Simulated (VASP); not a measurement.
## Sn: relaxation of cell and atoms with PBE

The system is Sn.

```
Sn
1.0
     0.00000    3.23334    3.23334
     3.23334    0.00000    3.23334
     3.23334    3.23334    0.00000
Sn
2
Cartesian
  0.0000 0.0000 0.0000
  1.6167 1.6167 1.6167
```

This isn't the form of Sn at room conditions, which is tetragonal (white tin).

```yaml
Program: VASP 6.6.1
Task: relaxation of cell and atoms
Functional: PBE
Potentials_or_basis: VASP PAW PBE potentials, release 64 (Sn_d)
Cutoff: 350 eV
k_mesh: 8 × 8 × 8
Occupations: gaussian, width 0.02 eV
Spin: no spin polarisation
Further_INCAR_settings: ALGO = Normal; EDIFF = 1e-07; IBRION = 2; EDIFFG = -0.002; NSW = 80; ISIF = 3
```

```json
{"Relaxed volume": "36.40 Å³/atom", "Relaxed cell": "a = 4.687 Å, b = 4.687 Å, c = 4.687 Å, α = 60.00°, β = 60.00°, γ = 60.00°", "Space group after relaxing (to 0.05 Å)": "Fd-3m (No. 227)", "Energy gained by relaxing": "25.9 meV/atom", "Ionic steps": "3", "Pressure after relaxing": "0.0 GPa", "Band gap on the k mesh": "none (metal or under the smearing width)"}
```

Step by step:
| step | energy change (eV) | largest force (eV/Å) | pressure (GPa) | volume (Å³) |
| --- | --- | --- | --- | --- |
| 1 | 0.0000 | 0.0000 | 3.44 | 67.61 |
| 2 | -0.0448 | 0.0000 | -0.99 | 74.95 |
| 3 | -0.0518 | 0.0000 | 0.00 | 72.81 |

Final structure:
```xyz
2
Lattice="0.0000 3.3143 3.3143 3.3143 0.0000 3.3143 3.3143 3.3143 0.0000" Properties=species:S:1:pos:R:3 pbc="T T T"
Sn    0.0000    0.0000    0.0000
Sn    1.6571    1.6571    1.6571
```

Levels at points of the mesh, in eV from the Fermi level:
| k point | band 11 | band 12 | band 13 | band 14 | band 15 | band 16 | band 17 | band 18 |
| --- | --- | --- | --- | --- | --- | --- | --- | --- |
| (0.00, 0.00, 0.00) | -10.07 | -0.95 | 0.21 | 0.21 | 0.21 | 2.27 | 2.27 | 2.27 |
| (0.50, 0.00, 0.00) | -8.57 | -5.95 | -0.90 | -0.90 | 0.00 | 3.33 | 3.33 | 5.81 |
| (0.50, 0.50, 0.00) | -7.18 | -7.18 | -2.14 | -2.14 | 1.01 | 1.01 | 7.45 | 7.45 |

It took 64 s on 1 thread of Intel(R) Xeon(R) Platinum 8375C CPU @ 2.90GHz (Ice Lake), on a shared host, peak memory 0.16 GiB.

PBE usually gives volumes a little too large and moduli too small. Zero-point motion and thermal expansion aren't in these numbers.
